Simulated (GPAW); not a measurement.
# GaP (F-43m) in GPAW: notebook

Aim: see how the results for GaP move with the level of theory and the settings. Levels: vdW-DF2, LDA, PBE. Tasks: equation of state, G0W0 quasiparticle levels.

Everything below comes from runs of GPAW 26.7.0. Logs are shortened: lines on timing, memory, paths and dates and some standing lists are left out, and cuts for length are marked. The log counts tension as positive stress, the text compression.

**The experiment to reproduce.**

From “Phosphorous dimerization in GaP at high pressure”, 2017, arxiv:1709.06667, for a bulk crystal of GaP: bulk modulus 87.5 ± 0.6 GPa.

The runs below are set against these values where they give the same quantity.

**1. The crystal as given**

The structure is cubic, space group F-43m (No. 216). The conventional cell has a = 5.451 Å, b = 5.451 Å, c = 5.451 Å, α = 90.00°, β = 90.00°, γ = 90.00°. Ga (site symmetry -43m) has 4 P at 2.36 Å as nearest neighbours. P (site symmetry -43m) is surrounded by 4 Ga at 2.36 Å.

**2. Equation of state, vdW-DF2**

run.py

```python
from ase.eos import EquationOfState
from ase.io import Trajectory
from ase.spacegroup import crystal
from ase.units import GPa
from gpaw import GPAW, PW

# Ga 4a
# P 4c
atoms = crystal(['Ga', 'P'],
                basis=[[0.0, 0.0, 0.0],
                       [0.25, 0.25, 0.25]],
                spacegroup=216, setting=1,  # F-43m
                cellpar=[5.4505, 5.4505, 5.4505, 90.0, 90.0, 90.0],
                primitive_cell=True)

traj = Trajectory('eos.traj', 'w')
volumes, energies = [], []
for x in [0.94, 0.96, 0.98, 1.0, 1.02, 1.04, 1.06]:
    a = atoms.copy()
    a.set_cell(atoms.cell * x**(1 / 3), scale_atoms=True)
    calc = GPAW(mode=PW(600),
                xc={'name': 'vdW-DF2', 'backend': 'libvdwxc'},
                kpts={'size': (8, 8, 8), 'gamma': True},
                occupations={'name': 'fermi-dirac', 'width': 0.05},
                nbands=11,
                convergence={'density': 1e-05, 'energy': 1e-05},
                maxiter=150,
                txt=f'eos-{x:.2f}.txt')
    a.calc = calc
    energies.append(a.get_potential_energy(force_consistent=True))
    volumes.append(a.get_volume())
    calc.write(f'eos-{x:.2f}.gpw')
    traj.write(a)
    print(f'{x:.2f} {volumes[-1]:10.4f} A^3 {energies[-1]:14.6f} eV', flush=True)

v0, e0, B = EquationOfState(volumes, energies, eos='birchmurnaghan').fit()
print(f'V0 = {v0:.4f} A^3, E0 = {e0:.6f} eV, B0 = {B / GPa:.2f} GPa')
```

Potentials or basis: GPAW PAW data sets (gpaw-data 1.2.1), pw.

The run is started by

```
> OMP_NUM_THREADS=1 python run.py
```

Log:

```text
__  _  _
 | _ |_)|_||  |
 |__||  | ||/\| - 26.7.0

Input parameters:
  mode=PW(ecut=600.0),
  convergence={'density': 1e-05, 'energy': 1e-05},
  kpts=MonkhorstPack(size=(8, 8, 8), gamma=True),
  maxiter=150,
  nbands=11,
  occupations=Occupations(name='fermi-dirac', width=0.05),
  xc=XC(name='vdW-DF2', backend='libvdwxc')

Diagonalizing LCAO Hamiltonian
Converting LCAO to pw mode

           P

       Ga

Atoms  # Å, Bohr magnetons
|   | symbol |        x |        y |        z |    initial magnetic moments |
|---|--------|----------|----------|----------|-----------------------------|
| 0 |     Ga | 0.000000 | 0.000000 | 0.000000 | ( 0.0000,  0.0000,  0.0000) |
| 1 |      P | 1.334809 | 1.334809 | 1.334809 | ( 0.0000,  0.0000,  0.0000) |

Unit cell  # Å
| periodic |        x |        y |        z |  lengths |    angles |
|----------|----------|----------|----------|----------|-----------|
|      yes | 0.000000 | 2.669617 | 2.669617 | 3.775409 | 60.000000 |
|      yes | 2.669617 | 0.000000 | 2.669617 | 3.775409 | 60.000000 |
|      yes | 2.669617 | 2.669617 | 0.000000 | 3.775409 | 60.000000 |

Number of symmetries: 24
Symmetry operations  # r_c * U_cc + t_c -> r_c
|    | kind |            matrix            |
|----|------|------------------------------|
|  0 |  E   |  1, 0, 0,  0, 1, 0,  0, 0, 1 |
|  1 |  σ   |  1, 0, 0,  0, 0, 1,  0, 1, 0 |
|  2 |  σ   |  1, 0,-1,  0, 1,-1,  0, 0,-1 |
|  3 |  C3  |  1, 0,-1,  0, 0,-1,  0, 1,-1 |
|  4 |  C3  |  1,-1, 0,  0,-1, 1,  0,-1, 0 |
|  5 |  σ   |  1,-1, 0,  0,-1, 0,  0,-1, 1 |
|  6 |  σ   |  0, 1, 0,  1, 0, 0,  0, 0, 1 |
|  7 |  C3  |  0, 1, 0,  0, 0, 1,  1, 0, 0 |
|  8 |  C2  |  0, 1,-1,  1, 0,-1,  0, 0,-1 |
|  9 |  S4  |  0, 1,-1,  0, 0,-1,  1, 0,-1 |
| 10 |  C3  |  0, 0, 1,  1, 0, 0,  0, 1, 0 |
| 11 |  σ   |  0, 0, 1,  0, 1, 0,  1, 0, 0 |
| 12 |  S4  |  0, 0,-1,  1, 0,-1,  0, 1,-1 |
| 13 |  C3  |  0, 0,-1,  0, 1,-1,  1, 0,-1 |
| 14 |  S4  |  0,-1, 1,  1,-1, 0,  0,-1, 0 |
| 15 |  C2  |  0,-1, 1,  0,-1, 0,  1,-1, 0 |
| 16 |  C3  |  0,-1, 0,  1,-1, 0,  0,-1, 1 |
| 17 |  S4  |  0,-1, 0,  0,-1, 1,  1,-1, 0 |
| 18 |  S4  | -1, 1, 0, -1, 0, 1, -1, 0, 0 |
| 19 |  C3  | -1, 1, 0, -1, 0, 0, -1, 0, 1 |
| 20 |  C3  | -1, 0, 1, -1, 1, 0, -1, 0, 0 |
| 21 |  S4  | -1, 0, 1, -1, 0, 0, -1, 1, 0 |
| 22 |  σ   | -1, 0, 0, -1, 1, 0, -1, 0, 1 |
| 23 |  C2  | -1, 0, 0, -1, 0, 1, -1, 1, 0 |

BZ-sampling:
  Number of BZ points: 512
  Number of IBZ points: 29

  Monkhorst-Pack size: [8, 8, 8]
  Monkhorst-Pack shift: [0.0625, 0.0625, 0.0625]

K-points  # in reciprocal-cell coordinates
|     |                                coordinates |     weight |
|-----|--------------------------------------------|------------|
|   0 | (  0.00000000,   0.00000000,   0.00000000) | 0.00195312 |
|   1 | (  0.12500000,   0.12500000,   0.00000000) | 0.01171875 |
|   2 | (  0.12500000,   0.12500000,   0.12500000) | 0.01562500 |
|   3 | (  0.25000000,   0.12500000,   0.12500000) | 0.02343750 |
|   4 | (  0.25000000,   0.25000000,   0.00000000) | 0.01171875 |
|   5 | (  0.25000000,   0.25000000,   0.12500000) | 0.04687500 |
|   6 | (  0.25000000,   0.25000000,   0.25000000) | 0.01562500 |
|   7 | (  0.37500000,   0.25000000,  -0.37500000) | 0.04687500 |
|   8 | (  0.37500000,   0.25000000,   0.12500000) | 0.04687500 |
|   9 | (  0.37500000,   0.25000000,   0.25000000) | 0.04687500 |
| ... |                                            |            |
|  28 | (  0.50000000,   0.50000000,   0.50000000) | 0.00781250 |

Plane wave coefficients: 1287
Cutoff: 600.0 eV

Spin-components: 1 (collinear spins)
Bands:           11
Projectors:      10
Spin-degeneracy: 2
Datatype:        complex128

Parallelization:
  kpt:    1
  domain: 1
  band:   1

Density:
  Valence electrons: 8.0
  Components: 1
  Grid points: [24 24 24]
  Charge: 0.0  # |e|

Potential:
  Grid points: [24 24 24]

species:
  Ga:
    name:    Gallium
    Z:       31.0
    valence: 3
    core:    28
    charge:  0.0  # [|e|]
    compensation charges:
      type: gauss
      rc: 0.37  # [Å]
      lmax: 2
    cutoffs:
      filter: 2.06  # [Å]
      core: 4.17  # [Å]
    projectors
    | kind |    occ | energy [eV] | rcut [Å] |
    |------|--------|-------------|----------|
    |   4s |  2.000 |      -8.945 |    1.164 |
    |   4p |  1.000 |      -2.580 |    1.164 |
    |    s |        |      18.266 |    1.164 |
    |    p |        |      24.631 |    1.164 |
    |    d |        |       0.000 |    1.164 |

    Using partial waves for Ga as LCAO basis

  P:
    name:    Phosphorus
    Z:       15.0
    valence: 5
    core:    10
    charge:  0.0  # [|e|]
    compensation charges:
      type: gauss
      rc: 0.30  # [Å]
      lmax: 2
    cutoffs:
      filter: 1.69  # [Å]
      core: 1.81  # [Å]
    projectors
    | kind |    occ | energy [eV] | rcut [Å] |
    |------|--------|-------------|----------|
    |   3s |  2.000 |     -13.968 |    0.953 |
    |   3p |  3.000 |      -5.506 |    0.953 |
    |    s |        |      13.244 |    0.953 |
    |    p |        |      21.705 |    0.953 |
    |    d |        |       0.000 |    0.953 |

    Using partial waves for P as LCAO basis

Reference energy: -62187.585188  # eV

eigensolver:
  PPCG
  Converge bands: occupied
  niter=2

density mixing:
  MSR1-Mixer
  Pratt-step length: 0.05
  Maximum mixing coefficient: 0.75
  Old densities: 10
  SVD Regularization: 0.005
  Good broyden scale: 1.0
  Trust region scale: 1.0
  Backstep threshold: 4.0
  History deletion threshold: 6.0
  Fourier metric: weight=20.0, sigma=0.015

occupation numbers:
  Fermi-Dirac:
    width: 0.0500  # eV

poisson solver:
  ecut: 4800.0  # eV

xc functional:
  name: vdW-DF2 with libvdwxc
  Mode: serial
  Semilocal: GGA_X_RPW86+LDA_C_PW with 2 nearest neighbor stencil
  Local blocksize: 48 x 48 x 48
  PAW datasets: PBE

convergence criteria:
- Maximum integral of absolute [dens]ity change: 1e-05 electrons / valence electron
- Maximum [total energy] change in last 3 cyles: 1e-05 eV / valence electron
- Maximum integral of absolute [eigenst]ate change: 4e-08 eV^2 / valence electron
maximum number of iterations: 150

SCF iterations
|iter     | |      energy | eigst |  dens |
|---------|-|-------------|-------|-------|
|iter:   1| | -101.552309 | -0.15 |       |
|iter:   2| | -101.495548 | -2.25 | -0.78 |
|iter:   3| | -101.203935 | -1.53 | -0.82 |
|iter:   4| | -101.202083 | -2.98 | -1.46 |
|iter:   5| | -101.203072 | -3.94 | -1.93 |
|iter:   6| | -101.203176 | -4.92 | -2.57 |
|iter:   7| | -101.203180 | -6.35 | -3.43 |
|iter:   8| | -101.203180c| -7.30 | -3.86 |
|iter:   9| | -101.203180c| -8.01c| -4.94 |
|iter:  10| | -101.203180c| -8.47c| -5.36c|

Converged in 10 steps
Energy contributions relative to reference atoms: (reference = -62187.585188)

Energy contributions:
  Kinetic:          43.063784
  Coulomb:         -37.647382
  Zero:              0.027348
  External:          0.000000
  Xc:             -106.646930
  Entropy:          -0.000000
  Spinorbit:         0.000000
  ----------------------------
  Free energy:    -101.203180
  Extrapolated:   -101.203180

dipole moment: (-16.647274, -16.647274, -16.647274)  # |e|*Ang

Fermi level: 6.499
Eigenvalues  # (at kpt = [0.000, 0.000, 0.000])
| band index |      eig [eV] | occ [0-2] |
|------------|---------------|-----------|
|          0 |        -7.244 |     2.000 |
|          1 |         5.652 |     2.000 |
|          2 |         5.652 |     2.000 |
|          3 |         5.652 |     2.000 |
|          4 |         7.999 |     0.000 |
|          5 |         9.692 |     0.000 |
|          6 |         9.692 |     0.000 |
|          7 |         9.692 |     0.000 |
|          8 |        14.973 |     0.000 |
|          9 |        15.623 |     0.000 |
|         10 |        15.623 |     0.000 |

Gap: 1.740 eV
Transition (v -> c):
  (s=0, k=0, n=3, [0.00, 0.00, 0.00]) -> (s=0, k=12, n=4, [0.38, 0.38, 0.00])
Direct/indirect transitions are different
Direct gap: 2.347 eV
Transition at: (s=0, k=0, n=3, [0.00, 0.00, 0.00])
# Writing to eos-0.94.gpw (mode='')
```

Run time: 54 s. Hardware: 1 thread of Intel Xeon Platinum 8488C (Sapphire Rapids), shared host; peak memory 0.32 GiB.

Results:

- Equilibrium volume: 22.59 Å³/atom (rough: see the caveat)
- Bulk modulus: 69 GPa (rough)

Energy against volume, from the lowest point:
| volume (Å³/atom) | energy (meV/atom) |
| --- | --- |
| 19.026 | 149.64 |
| 19.431 | 110.09 |
| 19.836 | 77.14 |
| 20.240 | 50.17 |
| 20.645 | 28.69 |
| 21.050 | 12.13 |
| 21.455 | 0.00 |

Caveat: the data sets keep Ga 3d, Li 1s and Be 1s frozen, and some such compounds lay over 1.5 % in volume off other programs; the minimum lies outside the volumes run; the PAW data sets were made with another functional, which shifts forces and pressure a little.

**3. Equation of state, LDA**

run.py

```python
from ase.eos import EquationOfState
from ase.io import Trajectory, read
from ase.units import GPa
from gpaw import GPAW, PW

atoms = read('POSCAR')

traj = Trajectory('eos.traj', 'w')
volumes, energies = [], []
for x in [0.94, 0.96, 0.98, 1.0, 1.02, 1.04, 1.06]:
    a = atoms.copy()
    a.set_cell(atoms.cell * x**(1 / 3), scale_atoms=True)
    calc = GPAW(mode=PW(600),
                xc='LDA',
                kpts={'size': (8, 8, 8), 'gamma': True},
                occupations={'name': 'fermi-dirac', 'width': 0.05},
                nbands=11,
                convergence={'density': 1e-05, 'energy': 1e-05},
                maxiter=150,
                txt=f'eos-{x:.2f}.txt')
    a.calc = calc
    energies.append(a.get_potential_energy(force_consistent=True))
    volumes.append(a.get_volume())
    p = -a.get_stress()[:3].mean() / GPa
    calc.write(f'eos-{x:.2f}.gpw')
    traj.write(a)
    print(f'{x:.2f} {volumes[-1]:10.4f} A^3 {energies[-1]:14.6f} eV {p:9.3f} GPa', flush=True)

v0, e0, B = EquationOfState(volumes, energies, eos='birchmurnaghan').fit()
print(f'V0 = {v0:.4f} A^3, E0 = {e0:.6f} eV, B0 = {B / GPa:.2f} GPa')
```

POSCAR

```
GaP
1.0
    0.0000000000      2.7252500000      2.7252500000
    2.7252500000      0.0000000000      2.7252500000
    2.7252500000      2.7252500000      0.0000000000
Ga P
1 1
Direct
    0.0000000000      0.0000000000      0.0000000000
    0.7500000000      0.7500000000      0.7500000000
```

Potentials or basis: the program's PAW data sets (release 1.2.1) made for this functional, pw.

The run is started by

```
> OMP_NUM_THREADS=1 python run.py
```

Log:

```text
__  _  _
 | _ |_)|_||  |
 |__||  | ||/\| - 26.7.0

Input parameters:
  mode=PW(ecut=600.0),
  convergence={'density': 1e-05, 'energy': 1e-05},
  kpts=MonkhorstPack(size=(8, 8, 8), gamma=True),
  maxiter=150,
  nbands=11,
  occupations=Occupations(name='fermi-dirac', width=0.05),
  xc=XC(name='LDA')

Diagonalizing LCAO Hamiltonian
Converting LCAO to pw mode

                    P

       Ga

Atoms  # Å, Bohr magnetons
|   | symbol |        x |        y |        z |    initial magnetic moments |
|---|--------|----------|----------|----------|-----------------------------|
| 0 |     Ga | 0.000000 | 0.000000 | 0.000000 | ( 0.0000,  0.0000,  0.0000) |
| 1 |      P | 4.032627 | 4.032627 | 4.032627 | ( 0.0000,  0.0000,  0.0000) |

Unit cell  # Å
| periodic |        x |        y |        z |  lengths |    angles |
|----------|----------|----------|----------|----------|-----------|
|      yes | 0.000000 | 2.688418 | 2.688418 | 3.801997 | 60.000000 |
|      yes | 2.688418 | 0.000000 | 2.688418 | 3.801997 | 60.000000 |
|      yes | 2.688418 | 2.688418 | 0.000000 | 3.801997 | 60.000000 |

Number of symmetries: 24
Symmetry operations  # r_c * U_cc + t_c -> r_c
|    | kind |            matrix            |
|----|------|------------------------------|
|  0 |  E   |  1, 0, 0,  0, 1, 0,  0, 0, 1 |
|  1 |  σ   |  1, 0, 0,  0, 0, 1,  0, 1, 0 |
|  2 |  σ   |  1, 0,-1,  0, 1,-1,  0, 0,-1 |
|  3 |  C3  |  1, 0,-1,  0, 0,-1,  0, 1,-1 |
|  4 |  C3  |  1,-1, 0,  0,-1, 1,  0,-1, 0 |
|  5 |  σ   |  1,-1, 0,  0,-1, 0,  0,-1, 1 |
|  6 |  σ   |  0, 1, 0,  1, 0, 0,  0, 0, 1 |
[... 144 lines left out ...]
- Maximum [total energy] change in last 3 cyles: 1e-05 eV / valence electron
- Maximum integral of absolute [eigenst]ate change: 4e-08 eV^2 / valence electron
maximum number of iterations: 150

SCF iterations
|iter     | |      energy | eigst |  dens |
|---------|-|-------------|-------|-------|
|iter:   1| |  -10.574119 | -0.24 |       |
|iter:   2| |  -10.537734 | -2.34 | -0.84 |
|iter:   3| |  -10.352787 | -1.92 | -0.88 |
|iter:   4| |  -10.350074 | -3.43 | -1.55 |
|iter:   5| |  -10.350023 | -4.51 | -2.12 |
|iter:   6| |  -10.350040c| -5.85 | -2.78 |
|iter:   7| |  -10.350040c| -7.29 | -3.80 |
|iter:   8| |  -10.350040c| -7.69c| -4.28 |
|iter:   9| |  -10.350040c| -8.71c| -5.43c|

Converged in 9 steps
Energy contributions relative to reference atoms: (reference = -62080.661910)

Energy contributions:
  Kinetic:          29.846344
  Coulomb:         -26.124993
  Zero:              0.014927
  External:          0.000000
  Xc:              -14.086319
  Entropy:          -0.000000
  Spinorbit:         0.000000
  ----------------------------
  Free energy:     -10.350040
  Extrapolated:    -10.350040

dipole moment: (-10.654692, -10.654692, -10.654692)  # |e|*Ang

Fermi level: 5.846
Eigenvalues  # (at kpt = [0.000, 0.000, 0.000])
| band index |      eig [eV] | occ [0-2] |
|------------|---------------|-----------|
|          0 |        -7.654 |     2.000 |
|          1 |         5.149 |     2.000 |
|          2 |         5.149 |     2.000 |
|          3 |         5.149 |     2.000 |
|          4 |         7.184 |     0.000 |
|          5 |         8.977 |     0.000 |
|          6 |         8.977 |     0.000 |
|          7 |         8.977 |     0.000 |
|          8 |        13.900 |     0.000 |
|          9 |        14.921 |     0.000 |
|         10 |        14.921 |     0.000 |

Gap: 1.431 eV
Transition (v -> c):
  (s=0, k=0, n=3, [0.00, 0.00, 0.00]) -> (s=0, k=24, n=4, [0.50, 0.50, 0.00])
Direct/indirect transitions are different
Direct gap: 2.035 eV
Transition at: (s=0, k=0, n=3, [0.00, 0.00, 0.00])

Stress tensor  # eV/Ang^3
|         x |         y |         z |
|-----------|-----------|-----------|
| -0.020103 |  0.000000 |  0.000000 |
|  0.000000 | -0.020103 | -0.000000 |
|  0.000000 | -0.000000 | -0.020103 |

# Writing to eos-0.96.gpw (mode='')
```

stdout:

```text
0.94    38.0519 A^3     -10.327830 eV     5.576 GPa
0.96    38.8616 A^3     -10.350040 eV     3.221 GPa
0.98    39.6712 A^3     -10.360984 eV     1.116 GPa
1.00    40.4808 A^3     -10.361866 eV    -0.765 GPa
1.02    41.2904 A^3     -10.353759 eV    -2.445 GPa
1.04    42.1000 A^3     -10.337631 eV    -3.943 GPa
1.06    42.9096 A^3     -10.314347 eV    -5.278 GPa
V0 = 40.1474 A^3, E0 = -10.362647 eV, B0 = 92.26 GPa
```

Wall time 42 s (1 thread of Intel Xeon Platinum 8488C (Sapphire Rapids), shared host); peak memory 0.2 GiB.

Results:

```yaml
Equilibrium_volume: 20.07 Å³/atom
Bulk_modulus: 92 GPa
Pressure_derivative_of_the_bulk_modulus: 4.6
```

Energy against volume, from the lowest point:
```csv
volume (Å³/atom),energy (meV/atom)
19.026,17.02
19.431,5.91
19.836,0.44
20.240,0.00
20.645,4.05
21.050,12.12
21.455,23.76
```

Caveat: the data sets keep Ga 3d, Li 1s and Be 1s frozen, and some such compounds lay over 1.5 % in volume off other programs.

(Part 1 of 2 ends here.)
